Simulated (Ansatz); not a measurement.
I need a convergence test of the k-point mesh of PbS, space group P-6m2. Use the Ansatz DFT code, driven from Python. Settings (first run): PBEsol, PAW, cutoff 463 eV, 3×3×2 k-points, fixed occupations. The script varies mesh: (3, 3, 2), (3, 3, 4), (6, 6, 4), (6, 6, 6), (12, 12, 8).

```xyz
2
Lattice="4.0897 0.0000 0.0000 -2.0448 3.5418 0.0000 0.0000 0.0000 3.7882" Properties=species:S:1:pos:R:3 pbc="T T T"
Pb    0.0000    0.0000    0.0000
S     2.0448    1.1806    1.8941
```

Script `kconv_pbs.py`:
```python
import argparse
import csv
import warnings

import ansatz as az

parser = argparse.ArgumentParser(description="Convergence of PbS with the k-point mesh.")
parser.add_argument("--functional", default="pbesol", help="exchange-correlation functional")
args = parser.parse_args()

warnings.simplefilter("ignore", az.DeckWarning)

system = (
    az.Lattice.from_parameters(4.089698, 4.089698, 3.788167, alpha=90, beta=90, gamma=120)
    .space_group(187)
    .atom("Pb", (0.0, 0.0, 0.0))
    .atom("S", (2 / 3, 1 / 3, 0.5))
)

setup = system.calculation()
setup = setup.functional(args.functional)
setup = setup.basis(34 * az.Ry)
setup = setup.occupations(az.OccupationsMethod.FIXED)

rows = []
for value in [(3, 3, 2), (3, 3, 4), (6, 6, 4), (6, 6, 6), (12, 12, 8)]:
    rep = setup.kpoints(*value).run().report
    rows.append((value, rep["free_energy_ev"] / len(rep["lattice"]["sites"]), rep["n_iterations"], rep["n_kpoints"]))

with open("kconv.csv", "w", newline="") as handle:
    writer = csv.writer(handle)
    writer.writerow(["mesh", "F/atom (eV)", "iterations", "k-points"])
    writer.writerows([round(v, 5) if isinstance(v, float) else v for v in row] for row in rows)

for row in rows[:-1]:
    shift = 1000 * (row[1] - rows[-1][1])
    print(f"{row[0]}: {shift:+.2f} meV/atom" + ("  (within 1 meV)" if abs(shift) < 1 else ""))
```

```console
$ python kconv_pbs.py
RunWarning: iter 1: σ=0 fill of 10 bands saw a band overlap (occupied 7.7781 eV > unoccupied 7.1234 eV) — on an unconverged iterate often a transient of an unconverged empty band; one that stands at the close is told there (band_overlap_at_count); if the run fails to converge, the spectrum is likely genuinely metallic [...]
RunWarning: the bands overlap at the fill by count (10 filled at each k-point of a channel): the highest filled level, 7.789831 eV at k-index 4, stands 0.6918 eV over the lowest empty one, 7.098076 eV at k-index 5, so that a fill of the lowest levels lies lower and no gap is reported. A metal, or a carrier in a host's [...]
(3, 3, 2): +105.39 meV/atom
(3, 3, 4): +18.35 meV/atom
(6, 6, 4): -1.57 meV/atom
(6, 6, 6): +1.05 meV/atom
```
(Warnings from the package without file and line, shortened, repeats left out.)

It writes `kconv.csv`:
```csv
mesh,F/atom (eV),iterations,k-points
"(3, 3, 2)",-6320.21974,6,6
"(3, 3, 4)",-6320.30678,7,9
"(6, 6, 4)",-6320.3267,6,21
"(6, 6, 6)",-6320.32408,6,28
"(12, 12, 8)",-6320.32513,6,95
```

Reading the output:
- The input holds a mistake (fixed occupations, though the bands overlap at this level of theory), so what it prints is no property of PbS.
- Spin-orbit coupling, which matters for elements this heavy, is left out.
- This cell is a computed structure, which may not be the phase found in nature.
- Shifts are counted from the finest mesh, which is itself no proven limit.
- The script silences the warnings on its input, which a real study should read.
- The whole script took 14 s on 1 thread of Intel(R) Xeon(R) Processor @ 2.30GHz, on a shared host, peak memory 0.56 GiB.
